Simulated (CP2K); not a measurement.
Runs of CP2K 2026.2 on SiC (Moissanite). The structure is hexagonal, space group P6_3mc (No. 186). Conventional cell: a = 3.076 Å, b = 3.076 Å, c = 5.048 Å, α = 90.00°, β = 90.00°, γ = 120.00°. Around Si (site symmetry 3m) lie 4 C at 1.87 to 1.94 Å. C (site symmetry 3m) is surrounded by 4 Si at 1.87 to 1.94 Å. 

```tsv
task	level	potentials or basis	cell	k mesh	smearing	EPS_DEFAULT	k points reduced by the point group	NGRIDS	points a segment of the path (NPOINTS)	bands added on the path	gap on the mesh (eV)	pressure (GPa)	largest force (eV/Å)
band structure	PBE	POTENTIAL_UZH Si GTH-PBE-q4, C GTH-PBE-q4; TZVP-MOLOPT-PBE-GTH basis	as given	10 × 10 × 5	fermi-dirac 0.01 eV	1.0E-9	yes	5	8	6	2.57	3.2	(d)
band structure	LDA	GTH_POTENTIALS Si GTH-PADE-q4, C GTH-PADE-q4; TZVP-MOLOPT-PBE-GTH basis	as given	10 × 10 × 5	fermi-dirac 0.1 eV	1.0E-9	yes	5	10	4	2.48	(b)	0.74
relaxation of cell and atoms	LDA	GTH_POTENTIALS Si GTH-PADE-q4, C GTH-PADE-q4; TZVP-MOLOPT-PBE-GTH basis	relaxed	8 × 8 × 4	fermi-dirac 0.1 eV	1.0E-9	-	4	-	-	2.47	0.0	0.04
band structure	r2SCAN	POTENTIAL_UZH Si GTH-SCAN-q4, C GTH-SCAN-q4; TZVP-MOLOPT-SCAN-GTH basis	as given	10 × 10 × 5	fermi-dirac 0.0259 eV	1.0E-9	yes	4	8	6	2.93	-0.5	(a)
relaxation of cell and atoms	PBE	POTENTIAL_UZH Si GTH-PBE-q4, C GTH-PBE-q4; TZVP-MOLOPT-PBE-GTH basis	relaxed	8 × 8 × 4	fermi-dirac 0.0259 eV	1.0E-9	-	5	-	-	(c)	0.0	0.02
band structure	TB-mBJ	POTENTIAL_UZH Si GTH-PBE-q4, C GTH-PBE-q4; TZVP-MOLOPT-PBE-GTH basis	as given	10 × 10 × 5	fermi-dirac 0.05 eV	1.0E-10	yes	4	8	4	2.88	-	-
band structure	PBEsol	POTENTIAL_UZH Si GTH-PBE-q4, C GTH-PBE-q4; TZVP-MOLOPT-PBE-GTH basis	as given	10 × 10 × 5	fermi-dirac 0.1 eV	1.0E-9	yes	4	8	6	2.40	2.3	0.77
```

Alike in all rows: no spin polarisation.

Problem. Fill in the values left out.

Solution. (a) 0.78; (b) -4.8; (c) 2.62; (d) 0.76.

Caveats: the basis of atomic orbitals isn't converged, which shifts pressures, moduli and gaps; the mesh misses the band edges, which the band path finds closer together (some runs); the printed path begins after the first move (some runs); more than 0.5 GPa of stress was left at the end, so the final cell isn't listed (some runs); the potentials were made for another functional, which shifts forces and pressure (some runs); this is a model potential without an energy functional, so only levels have meaning (some runs).

Not every run made on this cell is shown here.
